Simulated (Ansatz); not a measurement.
The system is Pt.

```
CELL_PARAMETERS angstrom
-0.01330 1.93575 1.94453
1.97104 0.00303 1.92819
2.00088 1.94926 -0.02681
ATOMIC_POSITIONS crystal
Pt 0.98674 0.01995 0.00694
```

The cell isn't the ideal one: cell strained at random at fixed volume.

Below is the output of Ansatz 0.2.0 for this cell. Logs are shortened: lines on timing, memory, paths and dates and some standing lists are left out, and cuts for length are marked.

```text
Warning: RAYON_NUM_THREADS=1 ignored (pool sized by the plan → 1); use --threads N
Engine: ansatz 0.2.0, aarch64-unknown-linux-gnu
Pseudopotentials: kind: paw
Pseudopotential: Pt, paw, valence charge 18, recommended cutoff 420 eV (normal), Pt.paw.azcp
Functional definition: PBE
  parameter kappa = 0.804
  parameter beta = 0.06672455060314922
  exchange = pbe_x(kappa = kappa, mu = beta*pi^2/3)
  correlation = pbe_c(beta = beta)
Crystal: 1 atoms, lattice volume = 15.080 Å³
Basis set: ecut = 420 eV, 297 PW (Γ), exchange–correlation on 40×40×40 points (8 copies of the dense FFT grid, shifted against one another)
Bands: 13, of which v1, the nominal top of the filled ones, is band 9 counted from 1 (8 counted from 0)
Symmetry: 2 space group operations
Space group: P-1 (ITA 2), of the structure as read, at distance tolerance 2.5e-5 Å
k-points: 868 of 1728
Non-local potential: Pt, projectors of the file, l = 0: 3, l = 1: 2, l = 2: 2, l = 3: 1
PAW form: soft (Blöchl's): semilocal exchange-correlation on the pseudo side does not see the compensation charge
PAW one-centre angular grid: Pt, 590 points (default); XC on 64 Gauss nodes
Initial density: superposition of atomic densities (neutral atoms: chi_scale 0, normalization atom), corrected by the library's trained network
Initial wavefunctions: pseudopotential atomic-orbital guess
Functional: x = pbe(κ = 0.804, μ = 0.2195149727645171), c = pbe(β = 0.06672455060314922)
SCF iter   1: F=—  HF=-12523.004179 eV  |F-HF|=—  |Δ(HF+E_count)|=         —  Δρ=3.32e-3  dr2=3.10e-4  ethr=1.77e-3  ⟨swp⟩=5.1  Hψ=62722  notcnv=0
preconditioner: auto → none  [metal: Δε(μ)=0.003 eV  Ē_g=14.226 eV  σ=0.050 eV  W_gap=0.01  n_scr=8 (ndim 8)  ℏωp=30.2 eV  f_vac=0.000  D(μ)=1.78/eV (n_scr^D=26)  sad-step TF]
SCF iter   2: F=—  HF=-12523.004503 eV  |F-HF|=—  |Δ(HF+E_count)|=   3.25e-4  Δρ=1.79e-3  dr2=7.92e-5  ethr=1.72e-6  ⟨swp⟩=2.4  Hψ=23268  notcnv=0
SCF iter   3: F=—  HF=-12523.004691 eV  |F-HF|=—  |Δ(HF+E_count)|=   1.88e-4  Δρ=4.20e-4  dr2=2.37e-5  ethr=4.40e-7  ⟨swp⟩=2.0  Hψ=15582  notcnv=0
SCF iter   4: F=—  HF=-12523.004686 eV  |F-HF|=—  |Δ(HF+E_count)|=   5.58e-6  Δρ=9.89e-5  dr2=7.51e-7  ethr=1.32e-7  ⟨swp⟩=2.3  Hψ=15562  notcnv=0
iter 5 did not close the SCF: its close was put off for the readings that it lacked (scf_convergence_deferred on its scf_iter line)
SCF iter   5: F=-12523.004686 eV  HF=-12523.004686 eV  |F-HF|=7.13e-9  |Δ(HF+E_count)|=   1.58e-7  Δρ=1.62e-5  dr2=8.16e-9  ethr=4.17e-9  ⟨swp⟩=2.1  Hψ=15005  notcnv=0
SCF iter   6: F=-12523.004686 eV  HF=-12523.004686 eV  |F-HF|=1.85e-9  |Δ(HF+E_count)|=   9.63e-9  Δρ=4.79e-6  dr2=3.00e-9  ethr=4.53e-11  ⟨swp⟩=1.9  Hψ=34807  notcnv=0
SCF 1 converged in 6 iterations: F = -12523.004686 eV  dr2 = 3.00e-9
  greatest PAW one-centre occupation: 1.000 electrons in one spin orbital (limit 2), on the Pt atom at site 0 (counted from 0), in its partial waves of l = 0
SCF converged after 6 iterations
Free energy (F): -12523.004686 eV
Harris-Foulkes:  -12523.004686 eV  (|F-HF|=1.85e-9)
Internal energy: -12522.990335 eV  (E = F + TS)
E sigma→0 (E₀):  -12522.997510 eV
Entropy (-TS):   -0.014351 eV (-14.351 meV/atom)
Fermi energy:    23.424317 eV
--- Per-component energies (eV) ---
  E_band       = -128.157772
  E_kinetic    = 638.491812
  E_local      = -1461.698588  (includes V_loc(G=0)·N_el)
  E_nonlocal   = 199.832984
  E_hartree    = 543.541196
  E_xc         = -262.172563
  E_vxc        = -303.379091  (∫ρ·V_xc dr)
  E_paw        = -9454.030556  (= ΣΔE_a)
  E_vpaw       = -288.489764  (= ΣTr[D̂ρ^β])
  E_aug_tail   = 0.000193  (compensation charges beyond the density's cutoff)
  E_ewald      = -2726.954813
  E_smearing   = -0.014351  (= −TS)
  E_closure    = -0.000000  (closes the sum)
  Σ components = -12523.004686   (vs F -12523.004686, Δ=0.00e0)
--- Forces (eV/Å), atoms counted from 1 ---
  atom   1  Pt     0.00000000     0.00000000     0.00000000
  max |Σ_I F_I| component: 0.00e0 eV/Å
--- Stress (GPa, compression-positive) ---
        9.357610      -0.635241       1.456875
       -0.635242      10.847228       0.625995
        1.456875       0.625995      10.913799
  P = ⅓ Tr σ = 10.3729 GPa (103.729 kbar)
--- Band table (eV; the first three rows and the last of 868) ---
  k-point 0: bands = ["-75.0876", "-29.0951", "-29.0864", "-29.0691", "13.1740", "19.3583", "19.7228", "19.7441", "21.6095", "21.9469", "38.0256", "42.3742", "43.2546"]
  k-point 1: bands = ["-75.0856", "-29.1059", "-29.0981", "-29.0860", "13.4437", "19.3080", "19.7569", "19.8363", "21.5817", "21.8944", "38.4141", "41.3311", "43.4644"]
  k-point 2: bands = ["-75.0800", "-29.1874", "-29.1123", "-29.0974", "14.1893", "19.1488", "19.8774", "20.0191", "21.6221", "21.8479", "38.9173", "39.4673", "44.5712"]
  k-point 867: bands = ["-75.0525", "-29.5798", "-29.1688", "-29.1366", "16.0914", "19.3117", "19.7582", "23.0015", "23.3783", "23.5705", "29.4061", "37.5061", "41.9188"]
```

Question: Write the input and the command behind it.

Answer: Single point with PBE, no spin polarisation. The files as run (others can give the same):

input.yaml
```yaml
crystal:
  lattice:
    - [-0.013303, 1.935753, 1.94453]
    - [1.971038, 0.003035, 1.928193]
    - [2.000885, 1.949262, -0.026811]
  atoms:
    - { symbol: Pt, position: [-0.013262, 0.019954, 0.00694] }
hamiltonian:
  xc: pbe
  pseudopotentials: { kind: paw }
kpoints:
  mp_grid: { grid: [12, 12, 12] }
scf:
  occupations: { method: fermi_dirac, width: 0.05 }
output:
  forces: true
  stress: true
  eigenvalues: true
```

Potentials or basis: Ansatz PAW.
Command:
```sh
$ ansatz run input.yaml --threads 1 --pin off --max-ram 2560MiB --backend cpu --events-out ev --progress --plain --runs-dir out
```
